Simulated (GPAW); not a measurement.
# BP: changing the functional

```yaml
crystal:
  lattice:
    - [0.00000, 2.26900, 2.26900]
    - [2.26900, 0.00000, 2.26900]
    - [2.26900, 2.26900, 0.00000]
  atoms:
    - { symbol: P, position: [0.75000, 0.75000, 0.75000] }
    - { symbol: B, position: [0.00000, 0.00000, 0.00000] }
```

Kept alike: task band structure; k mesh 10 × 10 × 10; occupations fermi-dirac, width 0.05 eV; no spin polarisation. Program: GPAW, potentials by row: PAW data sets generated for this functional (BLYP, PBEsol); the program's PAW data sets (release 1.2.1) made for this functional (LDA, RPBE, revPBE); GPAW PAW data sets (gpaw-data 1.2.1) (PBE, r2SCAN on files made for PBE), cutoff 800 eV. The mesh is that of the run's cell of 2 atoms. No spin-orbit coupling.

| functional | band gap (eV) | pressure (GPa) |
| --- | --- | --- |
| BLYP | 1.511 | 6.21 |
| LDA | 1.184 | -5.02 |
| PBE | 1.240 | 1.38 |
| PBEsol | 1.131 | -1.74 |
| RPBE | 1.262 | 4.23 |
| r2SCAN | 1.416 | 0.08 |
| revPBE | 1.253 | 3.54 |

Pressure is positive in compression; the values hold the error of the finite cutoff, so their zero can differ a little from the energy's minimum. Gaps are the smaller of the mesh's and the band path's.

Question: What does the functional change here?

Answer: The band gap runs from 1.131 (PBEsol) to 1.511 eV (BLYP). From PBE: BLYP +0.271; LDA -0.056; PBEsol -0.109; RPBE +0.022; r2SCAN +0.176; revPBE +0.013. The pressure runs from -5.02 (LDA) to 6.21 GPa (BLYP). From PBE: BLYP +4.83; LDA -6.40; PBEsol -3.12; RPBE +2.85; r2SCAN -1.30; revPBE +2.16. A positive pressure means that the functional's own cell is larger than the one given, a negative one that it is smaller.
